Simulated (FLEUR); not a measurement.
# KI (Fm-3m) in FLEUR: single point with HSE06

Aim: the single point of KI with HSE06.

Program: FLEUR MaX-R8.1 (patched build s14). These are calculated values, not measurements. Logs are shortened: lines on timing, memory, paths and dates and some standing lists are left out, and cuts for length are marked.

**Experimental background.**

From a printed reference work, monograph, for a bulk crystal of KI: band gap 6.32 eV.

The runs below are set against these values where they give the same quantity.

### 1 Starting point

It takes space group Fm-3m (No. 225, cubic). The conventional cell has a = 7.066 Å, b = 7.066 Å, c = 7.066 Å, α = 90.00°, β = 90.00°, γ = 90.00°. Around I (site symmetry m-3m) lie 6 K at 3.53 Å. Around K (site symmetry m-3m) lie 6 I at 3.53 Å.

### 2 Single point, HSE06

inp.xml reads:

```xml
<?xml version="1.0" encoding="UTF-8" standalone="no"?>
<fleurInput fleurInputVersion="0.39">
   <comment>
      KI                                                                                                  
   </comment>
   <calculationSetup>
      <cutoffs Kmax="4.1" Gmax="12.7" GmaxXC="12.7" numbands="44"/>
      <scfLoop itmax="30" minDistance="0.0001" maxIterBroyd="15" imix="Anderson" alpha="0.05" precondParam="0.0" spinf="2.0"/>
      <coreElectrons ctail="T" frcor="F" kcrel="0" coretail_lmax="0"/>
      <xcFunctional name="hse" relativisticCorrections="F"/>
      <magnetism jspins="1"/>
      <prodBasis gcutm="3.0" bands="40" tolerance="0.0001" lexp="16" ewaldlambda="3"/>
      <soc l_soc="F" theta="0.0" phi="0.0" spav="F"/>
      <expertModes spex="0" secvar="F"/>
      <geometryOptimization l_f="F" forcealpha="1.0" forcemix="BFGS" epsdisp="0.00001" epsforce="0.00001"/>
      <ldaU l_linMix="F" mixParam="0.05" spinf="1.0"/>
   </calculationSetup>
   <cell>
      <bzIntegration valenceElectrons="32.0" mode="hist" fermiSmearingEnergy="0.00183747">
         <kPointListSelection listName="default-1"/>
         <!-- k-points included here -->
         <xi:include xmlns:xi="http://www.w3.org/2001/XInclude" href="kpts.xml"> </xi:include>
      </bzIntegration>
      <!-- symmetry operations included here -->
      <xi:include xmlns:xi="http://www.w3.org/2001/XInclude" href="sym.xml"> </xi:include>
      <bulkLattice scale="1.0">
         <bravaisMatrix>
            <row-1>    0.0000000000000000     6.6759772098337642     6.6759772098337642</row-1>
            <row-2>    6.6759772098337642     0.0000000000000000     6.6759772098337642</row-2>
            <row-3>    6.6759772098337642     6.6759772098337642     0.0000000000000000</row-3>
         </bravaisMatrix>
      </bulkLattice>
   </cell>
   <atomSpecies>
      <species name="Iodine (I)" element="I" atomicNumber="53">
         <mtSphere radius="2.66" gridPoints="879" logIncrement="0.015"/>
         <atomicCutoffs lmax="10" lnonsphr="10"/>
         <electronConfig flipSpins="F">
            <coreConfig>(1s1/2) (2s1/2) (2p1/2) (2p3/2) (3s1/2) (3p1/2) (3p3/2) (4s1/2) (3d3/2) (3d5/2)</coreConfig>
            <valenceConfig>(4p1/2) (4p3/2) (5s1/2) (4d3/2) (4d5/2) (5p1/2) (5p3/2)</valenceConfig>
            <stateOccupation state="(5p1/2)" spinUp="0.833333" spinDown="0.833333"/>
            <stateOccupation state="(5p3/2)" spinUp="1.666667" spinDown="1.666667"/>
         </electronConfig>
         <energyParameters s="5" p="5" d="5" f="4"/>
         <prodBasis lcutm="4" lcutwf="10" select="4 0 4 2"/>
         <lo type="SCLO" l="1" n="4" eDeriv="0"/>
         <lo type="SCLO" l="1" n="4" eDeriv="1"/>
         <lo type="SCLO" l="2" n="4" eDeriv="0"/>
         <lo type="SCLO" l="2" n="4" eDeriv="1"/>
         <lo type="SCLO" l="0" n="5" eDeriv="2"/>
         <lo type="SCLO" l="3" n="4" eDeriv="2"/>
      </species>
      <species name="Potassium (K)" element="K" atomicNumber="19">
         <mtSphere radius="2.66" gridPoints="879" logIncrement="0.014"/>
         <atomicCutoffs lmax="10" lnonsphr="10"/>
         <electronConfig flipSpins="F">
            <coreConfig>(1s1/2) (2s1/2) (2p1/2) (2p3/2)</coreConfig>
            <valenceConfig>(3s1/2) (3p1/2) (3p3/2) (4s1/2)</valenceConfig>
            <stateOccupation state="(4s1/2)" spinUp="0.500000" spinDown="0.500000"/>
         </electronConfig>
         <energyParameters s="4" p="3" d="3" f="4"/>
         <prodBasis lcutm="4" lcutwf="10" select="4 0 4 2"/>
         <lo type="SCLO" l="0" n="3" eDeriv="0"/>
         <lo type="HELO" l="1" n="4" eDeriv="0"/>
         <lo type="HELO" l="1" n="4" eDeriv="1"/>
         <lo type="SCLO" l="2" n="3" eDeriv="2"/>
         <lo type="SCLO" l="3" n="4" eDeriv="2"/>
      </species>
   </atomSpecies>
   <atomGroups>
      <atomGroup species="Iodine (I)">
         <relPos label="                   1">1.000/2.000 1.000/2.000 1.000/2.000</relPos>
         <force calculate="T" relaxXYZ="TTT"/>
      </atomGroup>
      <atomGroup species="Potassium (K)">
         <relPos label="                   2">.0000000000 .0000000000 .0000000000</relPos>
         <force calculate="T" relaxXYZ="TTT"/>
      </atomGroup>
   </atomGroups>
   <output dos="F" band="F" slice="F">
      <checks vchk="F" cdinf="F"/>
      <bandDOS minEnergy="-.5*Htr" maxEnergy="0.5*Htr" sigma="0.015" storeEVData="T"/>
      <vacuumDOS vacdos="F" integ="F" star="F" nstars="0" locx1="0.0" locy1="0.0" locx2="0.0" locy2="0.0" nstm="0" tworkf="0.0"/>
      <unfoldingBand unfoldBand="F" supercellX="1" supercellY="1" supercellZ="1"/>
      <plotting iplot="0" polar="F">
         <plot TwoD="T" vec1="  1.0  0.0  0.0" vec2="  0.0  1.0  0.0" vec3="  0.0  0.0  1.0" zero="  0.0  0.0  0.0" file="plot"/>
      </plotting>
      <chargeDensitySlicing numkpt="0" minEigenval="0.0" maxEigenval="0.0" nnne="0" pallst="F"/>
      <specialOutput eonly="F"/>
      <magneticCircularDichroism mcd="F" energyLo="-10.0" energyUp="0.0"/>
   </output>
  <!-- We include the file relax.xml here to enable relaxations (see documentation) -->
  <xi:include xmlns:xi="http://www.w3.org/2001/XInclude" href="relax.xml"> <xi:fallback/> </xi:include>
</fleurInput>
```

crystal.txt reads:

```
KI
&input cartesian=F /
0.0000000000  3.5327750000  3.5327750000
3.5327750000  0.0000000000  3.5327750000
3.5327750000  3.5327750000  0.0000000000
1.8897261246
1.0 1.0 1.0

2
53 0.5000000000  0.5000000000  0.5000000000
19 0.0000000000  0.0000000000  0.0000000000

&kpt div1=4 div2=4 div3=4 gamma=T /
```

Potentials or basis: all-electron, FLAPW.

Command:

```bash
$ inpgen -f crystal.txt -profile fastHighL; OMP_NUM_THREADS=2 fleur -warn_only
```

Output:

```text
Welcome to FLEUR        (www.flapw.de)
      MaX-Release 8.1          (www.max-centre.eu)
************FLEUR-Warning*****************
Error message: Hybrid calculations should always use HDF5
*****************************************
 bands (prodBasis in inp.xml) is read and not used: the non-local exchange is built in the LAPW basis itself, without a cut in the bands.

 ========== k-point set info ==========
 Selected k-point list: default-1
 k-point list type: mesh
 4 x 4 x 4
 Number of k points: 8

 ------------Calculation Setup---------------------------
 Number of OMP-threads    :            2
 Number of basis functions:          785
 Approximate size of matrices (H+S) per k-point:         0.009 GB
 --------------------------------------------------------
 Iteration:           1  Distance:   3.3281943080014651       hyb distance:  -1.0000000000000000
 Iteration:           2  Distance:   3.1325983168426705       hyb distance:   3.3281943080014651
 Iteration:           3  Distance:   1.4001004237888461       hyb distance:   3.1325983168426705
 Iteration:           4  Distance:  0.48731949950278552       hyb distance:   1.4001004237888461
 Iteration:           5  Distance:  0.43251995513215641       hyb distance:  0.48731949950278552
 Iteration:           6  Distance:   3.9533533651454990E-002  hyb distance:  0.43251995513215641
 Iteration:           7  Distance:   3.7848208278306462E-002  hyb distance:   3.9533533651454990E-002
 Iteration:           8  Distance:   1.0696394506578940E-002  hyb distance:   3.7848208278306462E-002
 Iteration:           9  Distance:   2.1117701597609486E-003  hyb distance:   1.0696394506578940E-002
 Iteration:          10  Distance:   1.8307891084239497E-003  hyb distance:   2.1117701597609486E-003
 Iteration:          11  Distance:   3.2400966764450012E-004  hyb distance:   1.8307891084239497E-003
 Iteration:          12  Distance:   5.5632573268601228E-005  hyb distance:   3.2400966764450012E-004
 iterHF =    1
 start of coulomb calculation
 coulomb pw-loop nk: (1/8)
 coulomb pw-loop nk: (2/8)
 coulomb pw-loop nk: (3/8)
 coulomb pw-loop nk: (4/8)
 coulomb pw-loop nk: (5/8)
 coulomb pw-loop nk: (6/8)
 coulomb pw-loop nk: (7/8)
 coulomb pw-loop nk: (8/8)
 kpoint=            1
 calculate new HF matrix
 exchange_valence_hf
 Divergence:   4.0651611328242447
 core exchange calculation
 Screening parameter:   0.11000000000000000
 kpoint=            2
 exchange_valence_hf
 core exchange calculation
 Screening parameter:   0.11000000000000000
 kpoint=            3
 exchange_valence_hf
 core exchange calculation
 Screening parameter:   0.11000000000000000
 kpoint=            4
 exchange_valence_hf
 core exchange calculation
 Screening parameter:   0.11000000000000000
 kpoint=            5
 exchange_valence_hf
 core exchange calculation
 Screening parameter:   0.11000000000000000
 kpoint=            6
 exchange_valence_hf
 core exchange calculation
 Screening parameter:   0.11000000000000000
 kpoint=            7
 exchange_valence_hf
 core exchange calculation
 Screening parameter:   0.11000000000000000
 kpoint=            8
 exchange_valence_hf
 core exchange calculation
 Screening parameter:   0.11000000000000000
 Reset of history
 Iteration:           0  Distance:  0.39580298350921050       hyb distance:   5.5632573268601228E-005
 Iteration:           1  Distance:  0.36406391137056804       hyb distance:  0.39580298350921050
 Iteration:           2  Distance:  0.12665049456436273       hyb distance:  0.36406391137056804
 Iteration:           3  Distance:   9.6607780474251299E-003  hyb distance:  0.12665049456436273
 Iteration:           4  Distance:   9.2770408361700172E-003  hyb distance:   9.6607780474251299E-003
 Iteration:           5  Distance:   1.8598421301685639E-003  hyb distance:   9.2770408361700172E-003
 Iteration:           6  Distance:   1.9714212003192554E-004  hyb distance:   1.8598421301685639E-003
 Iteration:           7  Distance:   2.0667871025345313E-004  hyb distance:   1.9714212003192554E-004
 Iteration:           8  Distance:   7.8994450017276261E-005  hyb distance:   2.0667871025345313E-004
 Iteration:           9  Distance:   3.3084355469367964E-002  hyb distance:   7.8994450017276261E-005
 iterHF =    2
 start of coulomb calculation
 coulomb pw-loop nk: (1/8)
 coulomb pw-loop nk: (2/8)
 coulomb pw-loop nk: (3/8)
 coulomb pw-loop nk: (4/8)
 coulomb pw-loop nk: (5/8)
 coulomb pw-loop nk: (6/8)
 coulomb pw-loop nk: (7/8)
 coulomb pw-loop nk: (8/8)
 kpoint=            1
 calculate new HF matrix
 exchange_valence_hf
 core exchange calculation
 Screening parameter:   0.11000000000000000
 kpoint=            2
 exchange_valence_hf
 core exchange calculation
 Screening parameter:   0.11000000000000000
 kpoint=            3
 exchange_valence_hf
 core exchange calculation
 Screening parameter:   0.11000000000000000
 kpoint=            4
 exchange_valence_hf
 core exchange calculation
 Screening parameter:   0.11000000000000000
 kpoint=            5
 exchange_valence_hf
 core exchange calculation
 Screening parameter:   0.11000000000000000
 kpoint=            6
 exchange_valence_hf
 core exchange calculation
 Screening parameter:   0.11000000000000000
 kpoint=            7
 exchange_valence_hf
 core exchange calculation
 Screening parameter:   0.11000000000000000
 kpoint=            8
 exchange_valence_hf
 core exchange calculation
 Screening parameter:   0.11000000000000000
 Reset of history
 Iteration:           0  Distance:   4.2575972169579486E-002  hyb distance:   3.3084355469367964E-002
 Iteration:           1  Distance:   4.0108723267106794E-002  hyb distance:   4.2575972169579486E-002
 Iteration:           2  Distance:   1.1227571207633387E-002  hyb distance:   4.0108723267106794E-002
 Iteration:           3  Distance:   7.6391377700495849E-004  hyb distance:   1.1227571207633387E-002
 Iteration:           4  Distance:   2.3198393146439160E-004  hyb distance:   7.6391377700495849E-004
 Iteration:           5  Distance:   1.9221167749604990E-004  hyb distance:   2.3198393146439160E-004
 Iteration:           6  Distance:   2.4459660922801650E-005  hyb distance:   1.9221167749604990E-004
 Iteration:           7  Distance:   4.1563221277268712E-003  hyb distance:   2.4459660922801650E-005
 iterHF =    3
 start of coulomb calculation
 coulomb pw-loop nk: (1/8)
 coulomb pw-loop nk: (2/8)
 coulomb pw-loop nk: (3/8)
 coulomb pw-loop nk: (4/8)
 coulomb pw-loop nk: (5/8)
 coulomb pw-loop nk: (6/8)
 coulomb pw-loop nk: (7/8)
 coulomb pw-loop nk: (8/8)
 kpoint=            1
 calculate new HF matrix
 exchange_valence_hf
 core exchange calculation
 Screening parameter:   0.11000000000000000
 kpoint=            2
 exchange_valence_hf
 core exchange calculation
 Screening parameter:   0.11000000000000000
 kpoint=            3
 exchange_valence_hf
 core exchange calculation
 Screening parameter:   0.11000000000000000
 kpoint=            4
 exchange_valence_hf
 core exchange calculation
 Screening parameter:   0.11000000000000000
 kpoint=            5
 exchange_valence_hf
[... 78 lines left out ...]
 coulomb pw-loop nk: (8/8)
 kpoint=            1
 calculate new HF matrix
 exchange_valence_hf
 core exchange calculation
 Screening parameter:   0.11000000000000000
 kpoint=            2
 exchange_valence_hf
 core exchange calculation
 Screening parameter:   0.11000000000000000
 kpoint=            3
 exchange_valence_hf
 core exchange calculation
 Screening parameter:   0.11000000000000000
 kpoint=            4
 exchange_valence_hf
 core exchange calculation
 Screening parameter:   0.11000000000000000
 kpoint=            5
 exchange_valence_hf
 core exchange calculation
 Screening parameter:   0.11000000000000000
 kpoint=            6
 exchange_valence_hf
 core exchange calculation
 Screening parameter:   0.11000000000000000
 kpoint=            7
 exchange_valence_hf
 core exchange calculation
 Screening parameter:   0.11000000000000000
 kpoint=            8
 exchange_valence_hf
 core exchange calculation
 Screening parameter:   0.11000000000000000
 Reset of history
 Iteration:           0  Distance:   1.1245407128211840E-004  hyb distance:   1.0328472556326891E-004
 Iteration:           1  Distance:   1.0433199054613959E-004  hyb distance:   1.1245407128211840E-004
 Iteration:           2  Distance:   3.1222656233158749E-005  hyb distance:   1.0433199054613959E-004
 Iteration:           3  Distance:   7.4661620857480014E-006  hyb distance:   3.1222656233158749E-005
 iterHF =    6
 start of coulomb calculation
 coulomb pw-loop nk: (1/8)
 coulomb pw-loop nk: (2/8)
 coulomb pw-loop nk: (3/8)
 coulomb pw-loop nk: (4/8)
 coulomb pw-loop nk: (5/8)
 coulomb pw-loop nk: (6/8)
 coulomb pw-loop nk: (7/8)
 coulomb pw-loop nk: (8/8)
 kpoint=            1
 calculate new HF matrix
 exchange_valence_hf
 core exchange calculation
 Screening parameter:   0.11000000000000000
 kpoint=            2
 exchange_valence_hf
 core exchange calculation
 Screening parameter:   0.11000000000000000
 kpoint=            3
 exchange_valence_hf
 core exchange calculation
 Screening parameter:   0.11000000000000000
 kpoint=            4
 exchange_valence_hf
 core exchange calculation
 Screening parameter:   0.11000000000000000
 kpoint=            5
 exchange_valence_hf
 core exchange calculation
 Screening parameter:   0.11000000000000000
 kpoint=            6
 exchange_valence_hf
 core exchange calculation
 Screening parameter:   0.11000000000000000
 kpoint=            7
 exchange_valence_hf
 core exchange calculation
 Screening parameter:   0.11000000000000000
 kpoint=            8
 exchange_valence_hf
 core exchange calculation
 Screening parameter:   0.11000000000000000
 Reset of history
 Iteration:           0  Distance:   5.5441109759229666E-006  hyb distance:   7.4661620857480014E-006

 ********************************************************************
 Run finished successfully
 Stop message:
   all done
 ********************************************************************
```

Wall time 24 min (2 threads of AMD EPYC 7R13 (Zen 3), shared host); peak memory 0.37 GiB.

Results:

| Quantity | Value |
| --- | --- |
| Free energy | -210106.6114 eV |
| Band gap on the k mesh | 4.96 eV, direct |
| Valence electrons inside the program's atomic spheres | I 21.18; K 7.82 (radii I 2.66, K 2.66 bohr) |

Levels at points of the mesh, in eV from the valence-band top:
| k point | band 14 | band 15 | band 16 | band 17 | band 18 | band 19 |
| --- | --- | --- | --- | --- | --- | --- |
| (0.00, 0.00, 0.00) | 0.00 | 0.00 | 0.00 | 4.96 | 7.64 | 7.64 |
| (0.00, 0.00, 0.50) | -1.39 | -0.35 | -0.35 | 6.49 | 8.91 | 9.25 |
| (0.00, 0.50, 0.50) | -1.07 | -0.40 | -0.40 | 5.93 | 6.83 | 9.48 |

Core levels (eV from the Fermi level):
```csv
atom,levels
1 I,"1s1/2 -32953.2, 2s1/2 -5082.8, 2p1/2 -4768.2, 2p3/2 -4469.5, 3s1/2 -1019.3, 3p1/2 -889.3, 3p3/2 -833.0, 4s1/2 -172.1, 3d3/2 -604.1, 3d5/2 -592.3"
2 K,"1s1/2 -3514.3, 2s1/2 -345.8, 2p1/2 -274.5, 2p3/2 -271.6"
```

Caveat: core states are solved in the semilocal potential; spin-orbit coupling is left out, which moves the levels of the heavy elements.

### 3 Comparison with measurements

Step 2. Against the measured gap of KI, 6.32 eV (a printed reference work, monograph), the calculated 4.96 eV is off by -1.36 eV. Spin-orbit coupling on I is left out. The value is that of HSE06, without temperature or zero-point motion.
